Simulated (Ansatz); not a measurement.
# Fe, fcc: how the functional moves the structure

All rows: Ansatz, plane waves with scalar-relativistic PAW, 420 eV (500 eV for the SCAN forms), relaxed under each functional, no dispersion correction, no zero-point motion. B₀ comes from uniform scaling at fixed shape; a dash is a value not given.

```csv
functional,V (Å³/atom),cell,B₀ (GPa),magnetic state,ΔE to bcc (meV/atom)
r²SCAN,12.19,a = 3.653 Å,160,"ferromagnetic, net 2.82 μB per atom",103
m-r²SCAN,10.18,"a = 2.397 Å, c = 3.541 Å (c/a = 1.477)",-,"antiferromagnetic, largest moment 1.13 μB in the atomic sphere",10
PBEsol,10.16,"a = 2.395 Å, c = 3.542 Å (c/a = 1.479)",-,"antiferromagnetic, largest moment 1.19 μB in the atomic sphere",32
LDA,9.60,a = 3.373 Å,344,non-magnetic,-73
```

LDA gives the smallest volume and r²SCAN the largest.

m-r²SCAN is r²SCAN on the gauge-invariant kinetic-energy density; without spin polarisation the two are equal.
